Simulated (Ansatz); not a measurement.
# HfN (CsCl type): how the settings move a single-point run

Aim: see which settings change the result for HfN (CsCl type), by how much, and at what cost.

Program: Ansatz 0.2.0. Level of theory: reference: DFT, PBE, PAW with Ansatz's default frozen-core files, scalar-relativistic. These are calculated values, not measurements.

### 1 The system as given

The structure is cubic, space group Pm-3m (No. 221). The conventional cell has a = 2.315 Å, b = 2.315 Å, c = 2.315 Å, α = 90.00°, β = 90.00°, γ = 90.00°. Hf (site symmetry m-3m) is surrounded by 8 N at 2.00 Å. N (site symmetry m-3m) has 8 Hf at 2.00 Å as nearest neighbours.

Coordinates:

```
Hf N
1.0
     2.31468    0.00000    0.00000
     0.00000    2.31468    0.00000
     0.00000    0.00000    2.31468
Hf N
1 1
Direct
  0.00000 0.00000 0.00000
  0.50000 0.50000 0.50000
```

### 2 Baseline

Contents of input.yaml:

```yaml
crystal:
  lattice:
    - [2.3146800532, 0.0, 0.0]
    - [0.0, 2.3146800532, 0.0]
    - [0.0, 0.0, 2.3146800532]
  atoms:
    - { symbol: Hf, position: [0.0, 0.0, 0.0] }
    - { symbol: "N", position: [0.5, 0.5, 0.5] }
kpoints:
  mp_grid: { grid: [14, 14, 14] }
  band_path:
    path:
      - [0.0, 0.0, 0.0]
      - [0.0, 0.5, 0.0]
      - [0.5, 0.5, 0.0]
      - [0.0, 0.0, 0.0]
      - [0.5, 0.5, 0.5]
      - [0.0, 0.5, 0.0]
      - [0.5, 0.5, 0.5]
      - [0.5, 0.5, 0.0]
    npoints: 8
scf:
  occupations: { method: fermi_dirac, width: 0.05 }
hamiltonian:
  xc: pbe
  pseudopotentials: { kind: paw }
output:
  forces: true
  stress: true
  eigenvalues: true
  populations: true
  dos: { projected: true, de: 0.2, e_range: [-14, 8] }
```

The run is started by

```sh
> ansatz run input.yaml --threads 1 --pin off --max-ram 2048MiB --backend cpu --events-out ev --progress --plain --runs-dir out
```

### 3 Variant: ecutwfc 300, xc_grid 2

Contents of input.yaml:

```yaml
crystal:
  lattice:
    - [2.3146800532, 0.0, 0.0]
    - [0.0, 2.3146800532, 0.0]
    - [0.0, 0.0, 2.3146800532]
  atoms:
    - { symbol: Hf, position: [0.0, 0.0, 0.0] }
    - { symbol: "N", position: [0.5, 0.5, 0.5] }
kpoints:
  mp_grid: { grid: [14, 14, 14] }
scf:
  occupations: { method: fermi_dirac, width: 0.05 }
hamiltonian:
  xc: pbe
  pseudopotentials: { kind: paw }
output:
  forces: true
  stress: true
  eigenvalues: true
basis:
  ecutwfc: 300
  xc_grid: 2
```

What does the calculation give? Wanted: for each run, ending; energy change; pressure; gap; force.

**Answer**, as computed:

```tsv
run	ending	energy change	pressure (GPa)	gap (eV)	force (eV/Å)	cycles	time
reference	converged	0	498.1	0.00	0.00	7	3.4 s
1: ecutwfc 300, xc_grid 2	converged	+198.8 meV/atom	513.4	0.00	0.00	7	1.7 s
```

Times don't compare one to one where runs were asked for different outputs or read a saved state (see the inputs); cycles may leave out searches for a lower state.

Residual by cycle in the longest SCF loop of each run; runs are numbered as in the table. The quantity is the density residual dr2, in eV.

```tsv
cycle	reference	run 1
1	0.188	0.167
2	0.0874	0.0795
3	1.9e-4	0.00378
4	1.4e-4	4.1e-5
5	3.6e-6	2.5e-6
6	4.9e-7	1.2e-7
7	6.0e-8	2.5e-9
```

**Reading.** Changing the cutoff and numerical grids moves the energy by +198.8 meV/atom, and the pressure goes from 498.1 to 513.4 GPa. The log warns that the cutoff is under what these potentials recommend, so the shift holds truncation error. Run 1 ran under the cutoff that the potentials recommend, as the log warns, so basis error is mixed into its values. The structure is not at rest: the sound run finds 498 GPa, so these are no properties of the relaxed crystal. 
